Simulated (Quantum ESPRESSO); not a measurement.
# SiC: zinc blende against wurtzite under pressure

Which form of SiC has the lower enthalpy, and does pressure change the order? Both are relaxed at the same set pressures.

Calculated with Quantum ESPRESSO 7.5, PBEsol, GBRV 1.5 ultrasoft potentials, cutoff 680 eV, Fermi–Dirac smearing 0.02 eV, k-mesh 11×11×11, no spin polarisation, no spin-orbit coupling.

The wurtzite cell takes smearing 0.02 eV and a 10×10×6 mesh.

Near zero pressure the zinc blende cell (F-43m, 2 atoms) is a = 3.0808 Å, b = 3.0808 Å, c = 3.0808 Å, α = 60.00°, β = 60.00°, γ = 60.00°; the wurtzite cell (P6_3mc, 4 atoms) is a = 3.0760 Å, b = 3.0760 Å, c = 5.0478 Å, α = 90.00°, β = 90.00°, γ = 120.00°.

```csv
P (GPa),"V, zinc blende (Å³)","V, wurtzite (Å³)",ΔE (meV),ΔH = ΔE + PΔV (meV)
−4,21.067,21.070,4.0,3.9
5,20.233,20.241,4.0,4.2
10,19.834,19.842,3.9,4.4
15,19.469,19.477,3.9,4.7
20,19.131,19.141,3.7,5.0
30,18.529,18.541,3.6,5.7
```

Values are for a formula unit, differences are wurtzite less zinc blende, and 1 GPa Å³ = 6.2415 meV. **Question.** Give ΔH at 0 GPa, a row left out above, and the pressure at which the two forms cross, if they do.

Least squares with ΔH = h0 + h1 P + h2 P² gives h0 = 4.0 meV, h1 = 0.03 meV/GPa and h2 = 0.001 meV/GPa². Since dH/dP = V, the slope should equal ΔV: 0.006 Å³ × 6.2415 = 0.03 meV/GPa at 0 GPa. At 0 GPa the fit gives 4.0 meV. The run itself gives 4.0 meV, so the estimate misses by 0.0 meV, a rounding's worth.

ΔH keeps its sign from -4 to 30 GPa, so the zinc blende form stays lower over the range; the wurtzite form is less dense and loses further with pressure. This compares two forms alone, at zero temperature, without vibrations or barriers; other forms may lie lower.

[Logs are printed without paths, hosts, clocks, repeated set-up lines and the standing remarks that a program may print on its own settings, such as how far it seeks lower states.]
